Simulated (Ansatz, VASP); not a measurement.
**Two plane-wave programs on Be**

Contents of INCAR:

```
SYSTEM = Be
PREC     = Accurate       ! precision mode
ENCUT    = 520            ! plane-wave cutoff, eV
EDIFF    = 1E-6           ! SCF threshold, eV
ISMEAR   = 0              ! smearing method
SIGMA    = 0.1            ! smearing width, eV
LREAL    = .False.        ! projectors in reciprocal space
LASPH    = .True.         ! aspherical terms in the spheres
NELM     = 100            ! most SCF steps
ALGO     = Fast           ! electronic algorithm
ISIF     = 2              ! what is computed and relaxed
LWAVE    = .False.        ! write WAVECAR
LCHARG   = .True.         ! write CHGCAR
GGA      = PE             ! functional
LELF     = .True.         ! ELF
LVHAR    = .True.       
NBANDS   = 15             ! bands
```

KPOINTS

```
Automatic mesh
0
Gamma
  10 6 10
  0 0 0
```

File POSCAR:

```
Be
1.0
   -2.2573784776      0.0000000000      0.0000000000
    0.0000000000      3.9098942152      0.0000000000
    1.1286892388     -0.6516490358     -5.3699711501
Be
6
Direct
    1.0000000000      1.0000000000      1.0000000000
    0.5000000000      0.5000000000      0.0000000000
    0.6675993582      0.8891997861      0.3351987165
    0.1675993582      0.3891997861      0.3351987165
    0.8324006418      0.6108002139      0.6648012835
    0.3324006418      0.1108002139      0.6648012835
```

Input for Ansatz:

```yaml
crystal:
  lattice:
    - [-2.2573784776, 0.0, 0.0]
    - [0.0, 3.9098942152, 0.0]
    - [1.1286892388, -0.6516490358, -5.3699711501]
  atoms:
    - { symbol: Be, position: [1.0, 1.0, 1.0] }
    - { symbol: Be, position: [0.5, 0.5, 0.0] }
    - { symbol: Be, position: [0.6675993582, 0.8891997861, 0.3351987165] }
    - { symbol: Be, position: [0.1675993582, 0.3891997861, 0.3351987165] }
    - { symbol: Be, position: [0.8324006418, 0.6108002139, 0.6648012835] }
    - { symbol: Be, position: [0.3324006418, 0.1108002139, 0.6648012835] }
basis:
  ecutwfc: 420
kpoints:
  mp_grid: { grid: [10, 6, 10] }
hamiltonian:
  xc: pbe
scf:
  occupations: { method: gaussian, width: 0.1 }
output:
  forces: true
  stress: true
  eigenvalues: true
```

Alike in both runs: task single point; functional PBE; k mesh 10 × 6 × 10; occupations gaussian, width 0.1 eV; no spin polarisation.

```csv
,VASP,Ansatz
version,VASP 6.6.1,Ansatz 0.2.0
potentials or method,"VASP PAW PBE potentials, release 64 (Be)","scalar-relativistic, plane waves, PAW"
plane-wave cutoff (eV),520,420
valence electrons in the cell,12,12
```

```csv
,VASP,Ansatz,Ansatz less VASP
gap on the k mesh at the Fermi level (eV),none,none,-
pressure (GPa),0.2,0.1,-0.15
largest component of the traceless stress (GPa),0.98,0.99,+0.012
rms of the force components (eV/Å),0.008,0.008,+0.0002
```

Atom by atom the forces differ by 0.001 eV/Å (rms over components). A gap of «none» marks a metal or a gap that the smearing closes.
